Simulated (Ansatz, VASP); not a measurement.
Two plane-wave programs on O

```
CELL_PARAMETERS angstrom
1.59119 0.91868 3.47880
-1.59119 0.91868 3.47880
0.00000 -1.83735 3.47880
ATOMIC_POSITIONS crystal
O 0.94242 0.94242 0.94242
O 0.05758 0.05758 0.05758
```

Alike in both runs: functional LDA; k mesh 9 × 9 × 9; occupations gaussian, width 0.02 eV; collinear spin.

Ansatz relaxed the structure, and its values are those at the end. VASP's run is a single point on that final structure, the one shown.

|  | VASP | Ansatz |
| --- | --- | --- |
| version | VASP 6.6.1 | Ansatz 0.2.0 |
| potentials or method | VASP PAW LDA potentials, release 64 (O) | scalar-relativistic, plane waves, PAW |
| plane-wave cutoff (eV) | 520 | 420 |
| valence electrons in the cell | 12 | 12 |

|  | VASP | Ansatz | Ansatz less VASP |
| --- | --- | --- | --- |
| gap on the k mesh at the Fermi level (eV) | 0.59 | 0.66 | +0.071 |
| least direct gap on the mesh (eV) | 0.65 | 0.73 | +0.073 |
| pressure (GPa) | 3.3 | 0.0 | -3.32 |
| rms of the force components (eV/Å) | 1.015 | 0.001 | -1.0140 |
| net moment per atom (μB) | 1.00 | 1.00 | 0.000 |
| size of the moment on the site where the two differ most (μB) | 0.80 | 0.55 | -0.256 |

Site moments also hang on the region over which each program counts them.

Caveats: the standard files for N, O and F lose accuracy on very short bonds; an odd mesh through Γ misses points on the zone boundary, where band edges often lie; forces of over 1 eV/Å show positions far from the minimum, so gaps and moduli don't describe the material at rest.
